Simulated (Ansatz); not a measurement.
## AlN in Ansatz: the effect of functional

Crystal: AlN.

```
CELL_PARAMETERS angstrom
3.33405 0.00000 0.00000
-1.66703 2.88737 0.00000
0.00000 0.00000 4.21530
ATOMIC_POSITIONS crystal
Al 0.66667 0.33333 0.25000
Al 0.33333 0.66667 0.75000
N 0.66667 0.33333 0.75000
N 0.33333 0.66667 0.25000
```

Measurements of this composition are mostly on another form, of space group No. 186.

The cell isn't the ideal one: volume scaled by 1.02.

Alike in all runs:

```yaml
Program: Ansatz 0.2.0
Task: single point
Potentials_or_basis: Ansatz PAW
k_mesh: 9 × 9 × 7
Occupations: fermi-dirac, width 0.05 eV
Spin: no spin polarisation
```

```csv
functional,cutoff,gap on the mesh (eV),pressure (GPa)
r2SCAN,500 eV (not typed: the program's choice for these potentials),?,?
LDA,420 eV (not typed: the program's choice for these potentials),3.13,-12.3
PBEsol,420 eV (not typed: the program's choice for these potentials),3.03,-7.3
```

Problem. What does the run with functional r2SCAN give?

Solution. gap on the mesh 3.67 eV; pressure -9.0 GPa.

Caveats: odd divisions of the mesh miss points on the zone boundary, where band edges often lie, so the gap on the mesh can be too wide; the PAW data sets come from PBE, with cores solved anew for the run's functional, which leaves a small shift of forces and pressure.

A k mesh can miss the band edges.
